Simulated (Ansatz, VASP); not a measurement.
Two plane-wave programs on Mo

File INCAR:

```
ALGO = Fast ; EDIFF = 1E-6
ENCUT = 520 ; GGA = PS
ISIF = 2 ; ISMEAR = 0
LASPH = True ; LCHARG = False
LREAL = False ; LWAVE = False
NBANDS = 13 ; NELM = 100
PREC = Accurate ; SIGMA = 0.15
```

Contents of KPOINTS:

```
k-points
0
Gamma
  24 24 24
```

Contents of POSCAR:

```
Mo
1.0
    2.7423354246      0.0000000000      0.0000000000
   -1.3711677123      2.3749321434      0.0000000000
    0.0000000000      0.0000000000      2.4297692985
Mo
1
Direct
    0.0000000000      0.0000000000      0.5000000000
```

Input for Ansatz:

```yaml
crystal:
  lattice:
    - [2.7423354246, 0.0, 0.0]
    - [-1.3711677123, 2.3749321434, 0.0]
    - [0.0, 0.0, 2.4297692985]
  atoms:
    - { symbol: Mo, position: [0.0, 0.0, 0.5] }
basis:
  ecutwfc: 420
kpoints:
  mp_grid: { grid: [24, 24, 24] }
hamiltonian:
  xc: pbesol
scf:
  occupations: { method: gaussian, width: 0.15 }
output:
  forces: true
  stress: true
  eigenvalues: true
```

Change from the starting cell: strain +0.000 along x and y, -0.025 along z, atoms carried along.

Alike in both runs: task single point; functional PBEsol; k mesh 24 × 24 × 24; occupations gaussian, width 0.15 eV; no spin polarisation.

|  | VASP | Ansatz |
| --- | --- | --- |
| version | VASP 6.6.1 | Ansatz 0.2.0 |
| potentials or method | VASP PAW PBE potentials, release 64 (Mo_sv) | scalar-relativistic, plane waves, PAW |
| plane-wave cutoff (eV) | 520 | 420 |
| valence electrons in the cell | 14 | 14 |

Ansatz gave:

* gap on the k mesh at the Fermi level (eV): none
* pressure (GPa): 6.6
* largest component of the traceless stress (GPa): 5.63

Which values does VASP return?

gap on the k mesh at the Fermi level (eV): none; pressure (GPa): 7.3; largest component of the traceless stress (GPa): 6.09.

A gap of «none» marks a metal or a gap that the smearing closes. The functional is the same, so the differences come from potentials, cutoffs and numerics.

Caveats: the PAW data sets were made with another functional, which shifts forces and pressure a little (VASP).
